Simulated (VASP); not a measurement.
A run of VASP 6.6.1 is set up as follows.

The input INCAR:

```
SYSTEM = GaSb
ALGO = Fast
EDIFF = 1E-6
ENCUT = 520
GGA = PS
ISIF = 2
ISMEAR = 0
LASPH = .True.
LCHARG = .False.
LREAL = .False.
LWAVE = .False.
NBANDS = 16
NELM = 80
PREC = Accurate
SIGMA = 0.05
```

KPOINTS

```
k-points
0
Gamma
  6 6 6
  0 0 0
```

File POSCAR:

```
GaSb
1.0
    3.4190682941      0.0000000000      0.0000000000
    0.0000000000      3.4190682941      0.0000000000
    0.0000000000      0.0000000000      3.4190682941
Ga Sb
1 1
Direct
    0.0000000000      0.0000000000      0.0000000000
    0.5000000000      0.5000000000      0.5000000000
```

Potentials or basis: VASP PAW PBE potentials, release 64 (Ga_d, Sb).

Run with:

```bash
$ cat potpaw_PBE.64/Ga_d/POTCAR potpaw_PBE.64/Sb/POTCAR > POTCAR
$ mpirun -np 1 vasp_std > vasp.out
```

Task: What does it give for the pressure?

Result: 8.3 GPa.

Task: Predict the band gap on the k mesh.

Result: None (metal or under the smearing width).

Caveat: the PAW data sets were made with another functional, which shifts forces and pressure a little. Spin-orbit coupling is left out, which matters for the levels of Sb.
